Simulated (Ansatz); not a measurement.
BaTiO₃: the change of energy less free atoms and pressure with volume scale

Results calculated with Ansatz 0.2.0, not measured. Periodic Kohn-Sham DFT of a crystal at fixed atoms, scaled to volume_scale times the given cell; pressure positive in compression, energy less spherical unpolarised free atoms, largest_vzz the field gradient of largest size among the nuclei.

The cell before it is scaled or strained (space group P4mm, No. 99):
```
CELL_PARAMETERS angstrom
3.99980 0.00000 0.00000
0.00000 3.99980 0.00000
0.00000 0.00000 4.01800
ATOMIC_POSITIONS crystal
Ba 0.00000 0.00000 0.00000
Ti 0.50000 0.50000 0.48200
O 0.50000 0.50000 0.01600
O 0.50000 0.00000 0.51500
O 0.00000 0.50000 0.51500
```

Settings of every row: method all-electron LAPW; functional PBE; relativity scalar; k mesh 7x7x7; filling fermi-dirac; smearing width 0.08 eV; basis error target 1 meV/atom; nucleus gaussian.

Atom start moment: 0 on all atoms.

Limits: no spin-orbit coupling on heavy atoms.

| row | volume scale | V (Å³/atom) | energy less free atoms (eV/atom) | pressure (GPa) |
| --- | --- | --- | --- | --- |
| 1 | 0.94 | 12.085 | -7.7765 | 14.888 |
| 2 | 0.96 | 12.342 | -7.7967 | 10.364 |
| 3 | 0.98 | 12.599 | -7.81 | 6.305 |
| 4 | 0.99 | 12.728 | -7.8143 | 4.435 |
| 5 | 1 | 12.856 | -7.8171 | 2.664 |
| 6 | 1.01 | 12.985 | ? | ? |
| 7 | 1.02 | 13.113 | -7.8187 | -0.604 |
| 8 | 1.04 | 13.371 | -7.8153 | -3.537 |
| 9 | 1.06 | 13.628 | -7.8075 | -6.169 |

Question: what energy less free atoms and pressure should row 6 give?

Worked fit of energy less free atoms. Take u = (V_r/V)^(2/3) − 1 with V_r = 12.792 Å³ an atom, which is twice the finite (Eulerian) strain; such expansions in the strain, on which the Birch-Murnaghan equation of state is built, carry the rest volume and the bulk modulus. The shown rows have u = 0.03863, 0.02416, 0.01019, 0.00335, -0.00332, -0.01639, -0.02908, -0.04133. Least squares give energy less free atoms = −7.81588 + 0.4211 × u + 15.299 × u² + 4.9 × u³ eV/atom; a parabola predicts inner rows, each left out in turn, worse (root mean square 7.8e-05 against 1.1e-05 eV/atom). All shown rows lie on it to the printed digit. Its lowest point lies at u = -0.0139, or V = 13.06 Å³ an atom, and the curvature there gives the bulk modulus at fixed shape and fractions, B = (4/9)(1 + u)² E″(u)/V = 160 GPa. Letting shape and atoms relax would as a rule lower it, by much in layered, chain or molecular crystals. The withheld row has u = -0.00993, so the fit gives −7.81588 + 0.4211 × (-0.00993) + 15.299 × (-0.00993)² + 4.9 × (-0.00993)³ = -7.8186 eV/atom.

The calculation gave -7.8186 eV/atom. The fit meets it to the printed digit.

Worked fit of pressure. Take u = (V_r/V)^(2/3) − 1 with V_r = 12.792 Å³ an atom, which is twice the finite (Eulerian) strain; such expansions in the strain, on which the Birch-Murnaghan equation of state is built, carry the rest volume and the bulk modulus. The shown rows have u = 0.03863, 0.02416, 0.01019, 0.00335, -0.00332, -0.01639, -0.02908, -0.04133. Least squares give pressure = 3.5359 + 264.366 × u + 740.56 × u² + 602 × u³ GPa; a parabola predicts inner rows, each left out in turn, worse (root mean square 0.01 against 0.0048 GPa). The rows lie off it by 0.000, 0.000, -0.002, 0.005, -0.002, -0.003, 0.003, -0.001 (root mean square 0.0025 GPa). The pressure vanishes at u = -0.0139, or V = 13.06 Å³ an atom, and there the bulk modulus at fixed shape and fractions is B = −V dP/dV = (2/3)(1 + u) dP/du = 160 GPa. Letting shape and atoms relax would as a rule lower it, by much in layered, chain or molecular crystals. The withheld row has u = -0.00993, so the fit gives 3.5359 + 264.366 × (-0.00993) + 740.56 × (-0.00993)² + 602 × (-0.00993)³ = 0.983 GPa.

The calculation gave 0.985 GPa. The fit lies 0.002 GPa (0.0095 % of the column's range) below it; its largest miss of a shown row is 0.005 GPa.
